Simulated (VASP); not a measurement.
Input of a VASP 6.6.1 run:

Contents of INCAR:

```
SYSTEM = TiO2
  PREC = Accurate
  ENCUT = 520
  EDIFF = 1E-6
  ISMEAR = 0
  SIGMA = 0.02
  LREAL = .FALSE.
  LASPH = .TRUE.
  NELM = 80
  ALGO = Normal
  ISIF = 2
  LWAVE = .FALSE.
  LCHARG = .FALSE.
  LMAXMIX = 4
  GGA = PS
  KPAR = 2
```

Contents of KPOINTS:

```
regular mesh
0
G
  10 10 10
  0 0 0
```

POSCAR

```
TiO2
1.0
   -1.8921000000      1.8921000000      4.7573000000
    1.8921000000     -1.8921000000      4.7573000000
    1.8921000000      1.8921000000     -4.7573000000
Ti O
2 4
Direct
    0.7500000000      0.2500000000      0.5000000000
    0.0000000000      0.0000000000      0.0000000000
    0.7919000000      0.7919000000      0.0000000000
    0.5419000000      0.0419000000      0.5000000000
    0.9581000000      0.4581000000      0.5000000000
    0.2081000000      0.2081000000      0.0000000000
```

The input KPOINTS_OPT:

```
path GXYSGZS1NPY1Z,XP
10
line-mode
reciprocal
 0.0000000000  0.0000000000  0.0000000000  G
-0.5000000000  0.5000000000  0.0000000000  X

-0.5000000000  0.5000000000  0.0000000000  X
-0.5000000000  0.5000000000 -0.0790928267  Y

-0.5000000000  0.5000000000 -0.0790928267  Y
-0.2895464134  0.2895464134 -0.2895464134  S

-0.2895464134  0.2895464134 -0.2895464134  S
 0.0000000000  0.0000000000  0.0000000000  G

 0.0000000000  0.0000000000  0.0000000000  G
 0.5000000000  0.5000000000 -0.5000000000  Z

 0.5000000000  0.5000000000 -0.5000000000  Z
 0.2895464134  0.7104535866 -0.7104535866  S1

 0.2895464134  0.7104535866 -0.7104535866  S1
 0.0000000000  0.5000000000 -0.5000000000  N

 0.0000000000  0.5000000000 -0.5000000000  N
-0.2500000000  0.7500000000 -0.2500000000  P

-0.2500000000  0.7500000000 -0.2500000000  P
 0.0790928267  0.9209071733 -0.5000000000  Y1

 0.0790928267  0.9209071733 -0.5000000000  Y1
 0.5000000000  0.5000000000 -0.5000000000  Z

-0.5000000000  0.5000000000  0.0000000000  X
-0.2500000000  0.7500000000 -0.2500000000  P
```

Potentials or basis: VASP PAW PBE potentials, release 64 (Ti_sv, O).

The run is started by

```console
$ cat potpaw_PBE.64/Ti_sv/POTCAR potpaw_PBE.64/O/POTCAR > POTCAR
$ mpirun -np 2 vasp_std > vasp.out
```

(1) What does it give for the band gap on the k mesh?

(2) Predict the pressure.

(3) Estimate the band gap along the path.

(4) Estimate the largest force.

Answers

(1) 2.06 eV, indirect (least direct gap 2.40 eV).

(2) -0.3 GPa.

(3) 2.05 eV, indirect (least direct gap 2.40 eV).

(4) 0.012 eV/Å.

Caveat: the PAW data sets were made with another functional, which shifts forces and pressure a little.
